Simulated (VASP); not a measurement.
# GaP (F-43m) in VASP: a series of runs, part 2 of 2

VASP 6.6.1. The steps go on from the part before.

## (3) Band structure, BLYP

Contents of INCAR:

```
  PREC = Accurate
  ENCUT = 520
  EDIFF = 1E-6
  ISMEAR = -1
  SIGMA = 0.05
  LREAL = False
  LASPH = True
  NELM = 60
  ALGO = Fast
  ISIF = 2
  LWAVE = False
  LCHARG = False
  GGA = B5
  ALDAX = 1.0
  AGGAX = 1.0
  AGGAC = 1.0
  ALDAC = 0.0
```

Contents of KPOINTS:

```
regular mesh
0
Gamma
  8 8 8
```

Contents of POSCAR:

```
GaP
1.0
    0.0000000000      2.7252500000      2.7252500000
    2.7252500000      0.0000000000      2.7252500000
    2.7252500000      2.7252500000      0.0000000000
Ga P
1 1
Direct
    0.0000000000      0.0000000000      0.0000000000
    0.7500000000      0.7500000000      0.7500000000
```

Contents of KPOINTS_OPT:

```
path GXWKGLUWLK,UX
20
line-mode
reciprocal
 0.0000000000  0.0000000000  0.0000000000  G
 0.5000000000  0.0000000000  0.5000000000  X

 0.5000000000  0.0000000000  0.5000000000  X
 0.5000000000  0.2500000000  0.7500000000  W

 0.5000000000  0.2500000000  0.7500000000  W
 0.3750000000  0.3750000000  0.7500000000  K

 0.3750000000  0.3750000000  0.7500000000  K
 0.0000000000  0.0000000000  0.0000000000  G

 0.0000000000  0.0000000000  0.0000000000  G
 0.5000000000  0.5000000000  0.5000000000  L

 0.5000000000  0.5000000000  0.5000000000  L
 0.6250000000  0.2500000000  0.6250000000  U

 0.6250000000  0.2500000000  0.6250000000  U
 0.5000000000  0.2500000000  0.7500000000  W

 0.5000000000  0.2500000000  0.7500000000  W
 0.5000000000  0.5000000000  0.5000000000  L

 0.5000000000  0.5000000000  0.5000000000  L
 0.3750000000  0.3750000000  0.7500000000  K

 0.6250000000  0.2500000000  0.6250000000  U
 0.5000000000  0.0000000000  0.5000000000  X
```

Potentials or basis: VASP PAW PBE potentials, release 64 (Ga_d, P).

Command:

```console
cat potpaw_PBE.64/Ga_d/POTCAR potpaw_PBE.64/P/POTCAR > POTCAR
mpirun -np 1 vasp_std > vasp.out
```

OUTCAR:

```text
PREC = Accurate
   ENCUT = 520
   EDIFF = 1E-6
   ISMEAR = -1
   LREAL = False
   LASPH = True
   NELM = 60
   ISIF = 2
   GGA = B5

 ion  position               nearest neighbor table
   1  0.000  0.000  0.000-   2 2.36   2 2.36   2 2.36   2 2.36
   2  0.750  0.750  0.750-   1 2.36   1 2.36   1 2.36   1 2.36

  LATTYP: Found a face centered cubic cell.
 ALAT       =     5.4505000000

  Lattice vectors:

 A1 = (   0.0000000000,   2.7252500000,   2.7252500000)
 A2 = (   2.7252500000,   0.0000000000,   2.7252500000)
 A3 = (   2.7252500000,   2.7252500000,   0.0000000000)

Analysis of symmetry for initial positions (statically):
=====================================================================
 Subroutine PRICEL returns:
 Original cell was already a primitive cell.

 Routine SETGRP: Setting up the symmetry group for a
 face centered cubic supercell.

 Subroutine GETGRP returns: Found 24 space group operations
 (whereof 24 operations were pure point group operations)
 out of a pool of 48 trial point group operations.

The static configuration has the point symmetry T_d .

Analysis of symmetry for dynamics (positions and initial velocities):
=====================================================================
 Subroutine PRICEL returns:
 Original cell was already a primitive cell.

 Routine SETGRP: Setting up the symmetry group for a
 face centered cubic supercell.

 Subroutine GETGRP returns: Found 24 space group operations
 (whereof 24 operations were pure point group operations)
 out of a pool of 48 trial point group operations.

The dynamic configuration has the point symmetry T_d .

 Subroutine INISYM returns: Found 24 space group operations
 (whereof 24 operations are pure point group operations),
 and found     1 'primitive' translations

----------------------------------------------------------------------------------------

                                     Primitive cell

[... 114 lines left out ...]
   LORBIT       =      0    0 simple, 1 ext, 2 COOP (PROOUT), +10 PAW based schemes
   GGA     = B5    functional components
   LHFCALC =     F    Hartree Fock is set to
   AEXX    =    0.0000 exact exchange contribution
   IVDW    =     0    specifies the selected vdW correction
   LEPSILON=     F    determine dielectric tensor
   LRPA    =     F    only Hartree local field effects (RPA)
 non-spin polarized calculation
 RMM-DIIS sequential band-by-band and
  energy-cutoff  :      520.00
  volume of cell :       40.48
 maximum number of plane-waves:      1106
 NGX is ok and might be reduce to    30
   NGX = 15   NGY = 15   NGZ = 15

 number of electron      17.9999989 magnetization

 Free energy of the ion-electron system (eV)
  ---------------------------------------------------
  ext. energy  EPLUGINS =         0.00000000
  ---------------------------------------------------
  free energy    TOTEN  =        -7.74691219 eV

  energy without entropy =       -7.74691219  energy(sigma->0) =       -7.74691219

 E-fermi :   5.8888     XC(G=0):  -9.2586

 val. band max:        5.0669837978   @ k =   0.0000   0.0000   0.0000
 cond. band min:       6.7485607630   @ k =   0.5000   0.0000   0.0000
 fundamental gap:      1.6815769651
 Fermi energy:         5.8888294123

 k-point     1 :       0.0000    0.0000    0.0000
  band No.  band energies     occupation
      1      -9.5547      2.00000
      2      -9.5547      2.00000
      3      -9.5547      2.00000
      4      -9.4551      2.00000
      5      -9.4551      2.00000
      6      -7.4014      2.00000
      7       5.0670      2.00000
      8       5.0670      2.00000
      9       5.0670      2.00000
     10       6.7940      0.00000
     11       9.0108      0.00000
     12       9.0108      0.00000
     13       9.0108      0.00000
[... 354 lines left out ...]
  band No.  band energies     occupation
      1      -9.6407      2.00000
      2      -9.5239      2.00000
      3      -9.5121      2.00000
      4      -9.4600      2.00000
      5      -9.4479      2.00000
      6      -4.9609      2.00000
      7      -1.3350      2.00000
      8       1.9276      2.00000
      9       3.1674      2.00000
     10       8.5423      0.00000
     11       9.5097      0.00000
     12      11.5668      0.00000
     13      13.1058      0.00000

 [... further k-points ...]
[... 5 lines left out ...]
  --------------------------------------------------------------------------------------
  -------------------------------------------------------------------------------------
  Total        1.6320161      1.6320161      1.6320161      0.0000000     -0.0000000      0.0000000
  in kB       64.5930778     64.5930778     64.5930778      0.0000000     -0.0000000      0.0000000
  external PRESSURE =      64.5930778 kB  Pullay stress =       0.0000000 kB

 VOLUME and BASIS-vectors are now :
 -----------------------------------------------------------------------------
  energy-cutoff  :      520.00
  volume of cell :       40.48
      direct lattice vectors                 reciprocal lattice vectors
     0.000000000  2.725250000  2.725250000    -0.183469406  0.183469406  0.183469406
     2.725250000  0.000000000  2.725250000     0.183469406 -0.183469406  0.183469406
     2.725250000  2.725250000  0.000000000     0.183469406  0.183469406 -0.183469406

 POSITION                                       TOTAL-FORCE (eV/Angst)
 -----------------------------------------------------------------------------------
      0.00000      0.00000      0.00000        -0.000000     -0.000000     -0.000000
      4.08788      4.08788      4.08788         0.000000      0.000000      0.000000
 -----------------------------------------------------------------------------------
    total drift:                               -0.000000     -0.000000     -0.000000

  FREE ENERGIE OF THE ION-ELECTRON SYSTEM (eV)
  ---------------------------------------------------
  free  energy   TOTEN  =        -7.7469121922 eV

  energy  without entropy=       -7.7469121906  energy(sigma->0) =       -7.74691219
```

stdout:

```text
POSCAR found type information on POSCAR GaP
 POSCAR found :  2 types and       2 ions
 scaLAPACK will be used
 -----------------------------------------------------------------------------
|                                                                             |
|                                                                             |
|     You enforced a specific xc type in the INCAR file but a different       |
|     I HOPE YOU KNOW WHAT YOU ARE DOING!                                     |
|                                                                             |
 -----------------------------------------------------------------------------

 LDA part: xc-table for (Slater(with rela. corr.)+VWN5), standard interpolation
 POSCAR, INCAR and KPOINTS ok, starting setup
 FFT: planning ... GRIDC
 FFT: planning ... GRID_SOFT
 FFT: planning ... GRID
 WAVECAR not read
 entering main loop
 Start KPOINTS_OPT (optional k-point list driver)
k-point batch [1-29\200]
k-point batch [30-58\200]
k-point batch [59-87\200]
k-point batch [88-116\200]
k-point batch [117-145\200]
k-point batch [146-174\200]
k-point batch [175-200\200]
```

Wall time 2.6 min (1 thread of AMD EPYC, shared host); peak memory 0.14 GiB.

Results:

```
Free energy             : -7.7469 eV
Pressure                : 6.5 GPa
Band gap on the k mesh  : 1.68 eV, indirect (least direct gap 1.73 eV)
Band gap along the path : 1.68 eV, indirect (least direct gap 1.73 eV)
```

Levels at the corners of the path, in eV from the valence-band top:
| point | band 7 | band 8 | band 9 | band 10 | band 11 | band 12 |
| --- | --- | --- | --- | --- | --- | --- |
| Γ | 0.00 | 0.00 | 0.00 | 1.73 | 3.94 | 3.94 |
| X | -6.76 | -2.64 | -2.64 | 1.83 | 1.94 | 10.57 |
| X | -6.76 | -2.64 | -2.64 | 1.83 | 1.94 | 10.57 |
| W | -6.57 | -3.49 | -3.34 | 4.85 | 4.86 | 6.16 |
| W | -6.57 | -3.49 | -3.34 | 4.85 | 4.86 | 6.16 |
| K | -6.56 | -3.85 | -2.22 | 2.32 | 4.88 | 8.28 |
| K | -6.56 | -3.85 | -2.22 | 2.32 | 4.88 | 8.28 |
| Γ | 0.00 | 0.00 | 0.00 | 1.73 | 3.94 | 3.94 |
| Γ | 0.00 | 0.00 | 0.00 | 1.73 | 3.94 | 3.94 |
| L | -6.59 | -1.11 | -1.11 | 1.68 | 4.82 | 4.82 |
| L | -6.59 | -1.11 | -1.11 | 1.68 | 4.82 | 4.82 |
| U | -6.56 | -3.85 | -2.22 | 2.32 | 4.88 | 8.28 |
| U | -6.56 | -3.85 | -2.22 | 2.32 | 4.88 | 8.28 |
| W | -6.57 | -3.49 | -3.34 | 4.85 | 4.86 | 6.16 |
| W | -6.57 | -3.49 | -3.34 | 4.85 | 4.86 | 6.16 |
| L | -6.59 | -1.11 | -1.11 | 1.68 | 4.82 | 4.82 |
| L | -6.59 | -1.11 | -1.11 | 1.68 | 4.82 | 4.82 |
| K | -6.56 | -3.85 | -2.22 | 2.32 | 4.88 | 8.28 |
| U | -6.56 | -3.85 | -2.22 | 2.32 | 4.88 | 8.28 |
| X | -6.76 | -2.64 | -2.64 | 1.83 | 1.94 | 10.57 |

Caveat: the PAW data sets were made with another functional, which shifts forces and pressure a little.

## (4) Comparison with measurements

Step 2. Measured gap of GaP: 2.34 eV (indirect; 10 K; quoted in “Stacking defects in GaP nanowires: Electronic structure and optical properties”, 2018, arxiv:1810.01194). This calculation gives 1.66 eV (-0.68 eV). Spin-orbit coupling on Ga is left out. The value is that of revPBE, without temperature or zero-point motion. Semilocal functionals fall short of measured gaps as a rule.

Step 3. Against the measured gap of GaP, 2.34 eV (indirect; 10 K; quoted in “Stacking defects in GaP nanowires: Electronic structure and optical properties”, 2018, arxiv:1810.01194), the calculated 1.68 eV is off by -0.66 eV. Spin-orbit coupling on Ga is left out. The value is that of BLYP, without temperature or zero-point motion. Semilocal functionals fall short of measured gaps as a rule.
